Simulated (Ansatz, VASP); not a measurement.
# One calculation of MnO2 (Pyrolusite), two programs

```
Mn O
1.0
     4.39830    0.00000    0.00000
     0.00000    4.39830    0.00000
     0.00000    0.00000    2.87300
Mn O
2 4
Direct
  0.00000 0.00000 0.00000
  0.50000 0.50000 0.50000
  0.30515 0.30515 0.00000
  0.19485 0.80515 0.50000
  0.69485 0.69485 0.00000
  0.80515 0.19485 0.50000
```

Alike in both runs: task single point; functional PBE; k mesh 6 × 6 × 10; occupations fermi-dirac, width 0.05 eV; no spin polarisation.

|  | VASP | Ansatz |
| --- | --- | --- |
| version | VASP 6.6.1 | Ansatz 0.2.0 |
| potentials or method | VASP PAW PBE potentials, release 64 (Mn_pv, O) | PAW plane waves |
| plane-wave cutoff (eV) | 520 | 420 |
| valence electrons in the cell | 50 | 54 |

```tsv
	VASP	Ansatz	Ansatz less VASP
pressure (GPa)	-5.1	-6.0	-0.91
largest component of the traceless stress (GPa)	3.94	4.21	+0.266
rms of the force components (eV/Å)	0.133	0.123	-0.0098
```

Atom by atom the forces differ by 0.010 eV/Å (rms over components). The two sets of potentials don't hold the same shells in valence.

Caveats: the run has no spin polarisation, though such a crystal can be magnetic; semilocal functionals often make such compounds metallic where correlation or magnetic order opens a gap, which also shifts bond lengths. Spin polarisation is off, so any magnetic state and its effect on volume and gap are missing.
